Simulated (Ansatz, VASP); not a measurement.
One calculation of Al, two programs

The input INCAR:

```
PREC = Accurate
ENCUT = 520
EDIFF = 1E-6
ISMEAR = 0
SIGMA = 0.2
LREAL = False
LASPH = True
NELM = 100
ALGO = Normal
ISIF = 2
LWAVE = False
LCHARG = False
GGA = PE
NBANDS = 14
```

Contents of KPOINTS:

```
regular mesh
0
Gamma
  8 4 4
```

POSCAR

```
Al
1.0
    0.0000000000     -2.7217713358      0.0000000000
   -5.4435426716      0.0000000000      0.0000000000
    0.0000000000      0.0000000000     -5.4435426716
Al
4
Direct
    0.0000000000      0.0000000000      0.0000000000
    1.0000000000      0.0000000000      0.5000000000
    1.0000000000      0.5000000000      0.0000000000
    1.0000000000      0.5000000000      0.5000000000
```

Input for Ansatz:

```yaml
crystal:
  lattice:
    - [0.0, -2.7217713358, 0.0]
    - [-5.4435426716, 0.0, 0.0]
    - [0.0, 0.0, -5.4435426716]
  atoms:
    - { symbol: Al, position: [0.0, 0.0, 0.0] }
    - { symbol: Al, position: [1.0, 0.0, 0.5] }
    - { symbol: Al, position: [1.0, 0.5, 0.0] }
    - { symbol: Al, position: [1.0, 0.5, 0.5] }
basis:
  ecutwfc: 420
kpoints:
  mp_grid: { grid: [8, 4, 4] }
hamiltonian:
  xc: pbe
scf:
  occupations: { method: gaussian, width: 0.2 }
  lower_state_search: "off"
output:
  forces: true
  stress: true
  eigenvalues: true
```

Alike in both runs: task single point; functional PBE; k mesh 8 × 4 × 4; occupations gaussian, width 0.2 eV; no spin polarisation.

|  | VASP | Ansatz |
| --- | --- | --- |
| version | VASP 6.6.1 | Ansatz 0.2.0 |
| potentials or method | VASP PAW PBE potentials, release 64 (Al) | scalar-relativistic, plane waves, PAW |
| plane-wave cutoff (eV) | 520 | 420 |
| valence electrons in the cell | 12 | 12 |

```tsv
	VASP	Ansatz	Ansatz less VASP
gap on the k mesh at the Fermi level (eV)	none	none	-
pressure (GPa)	-0.3	-0.3	+0.02
```

A gap of «none» marks a metal or a gap that the smearing closes. The functional is the same, so the differences come from potentials, cutoffs and numerics.
